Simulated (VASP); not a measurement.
Write the native input for VASP 6.6.1 that does the following.

| Property | Result |
| --- | --- |
| Task | single point |
| Functional | PBEsol |
| Potentials or basis | VASP PAW PBE potentials, release 64 (Ni) |
| Cutoff | 520 eV |
| k mesh | 18 × 18 × 18 |
| Occupations | fermi-dirac, width 0.1 eV |
| Spin | no spin polarisation |
| Dipole correction | no |
| Further INCAR settings | ALGO = Normal; EDIFF = 1e-06; NBANDS = 17 |

The structure of Ni lies in POSCAR:

```
Ni
1.0
    0.0000000000      2.5015151266      2.5015151266
    2.5015151266      0.0000000000      2.5015151266
    2.5015151266      2.5015151266      0.0000000000
Ni
2
Direct
    0.1250000000      0.1250000000      0.1250000000
    0.8750000000      0.8750000000      0.8750000000
```

This isn't the form of Ni at room conditions, which is fcc.

These files were run (other wordings do the same):

INCAR

```
  PREC = Accurate
  ENCUT = 520
  EDIFF = 1E-6
  ISMEAR = -1
  SIGMA = 0.1
  LREAL = False
  LASPH = True
  NELM = 60
  ALGO = Normal
  ISIF = 2
  LWAVE = False
  LCHARG = False
  GGA = PS
  NBANDS = 17
```

KPOINTS

```
regular mesh
0
Gamma
  18 18 18
```

Potentials or basis: VASP PAW PBE potentials, release 64 (Ni).

Run with:

```bash
$ cat potpaw_PBE.64/Ni/POTCAR > POTCAR
$ mpirun -np 1 vasp_std > vasp.out
```

Results of the run:

| Item | Value |
| --- | --- |
| Pressure | 0.1 GPa |
| Band gap on the k mesh | none (metal or under the smearing width) |

Caveat: the PAW data sets were made with another functional, which shifts forces and pressure a little; the run has no spin polarisation, though such a crystal can be magnetic.

Run time: 43 s on 1 thread of Intel(R) Xeon(R) 6975P-C (Granite Rapids), with other jobs on the host, peak memory 0.22 GiB.
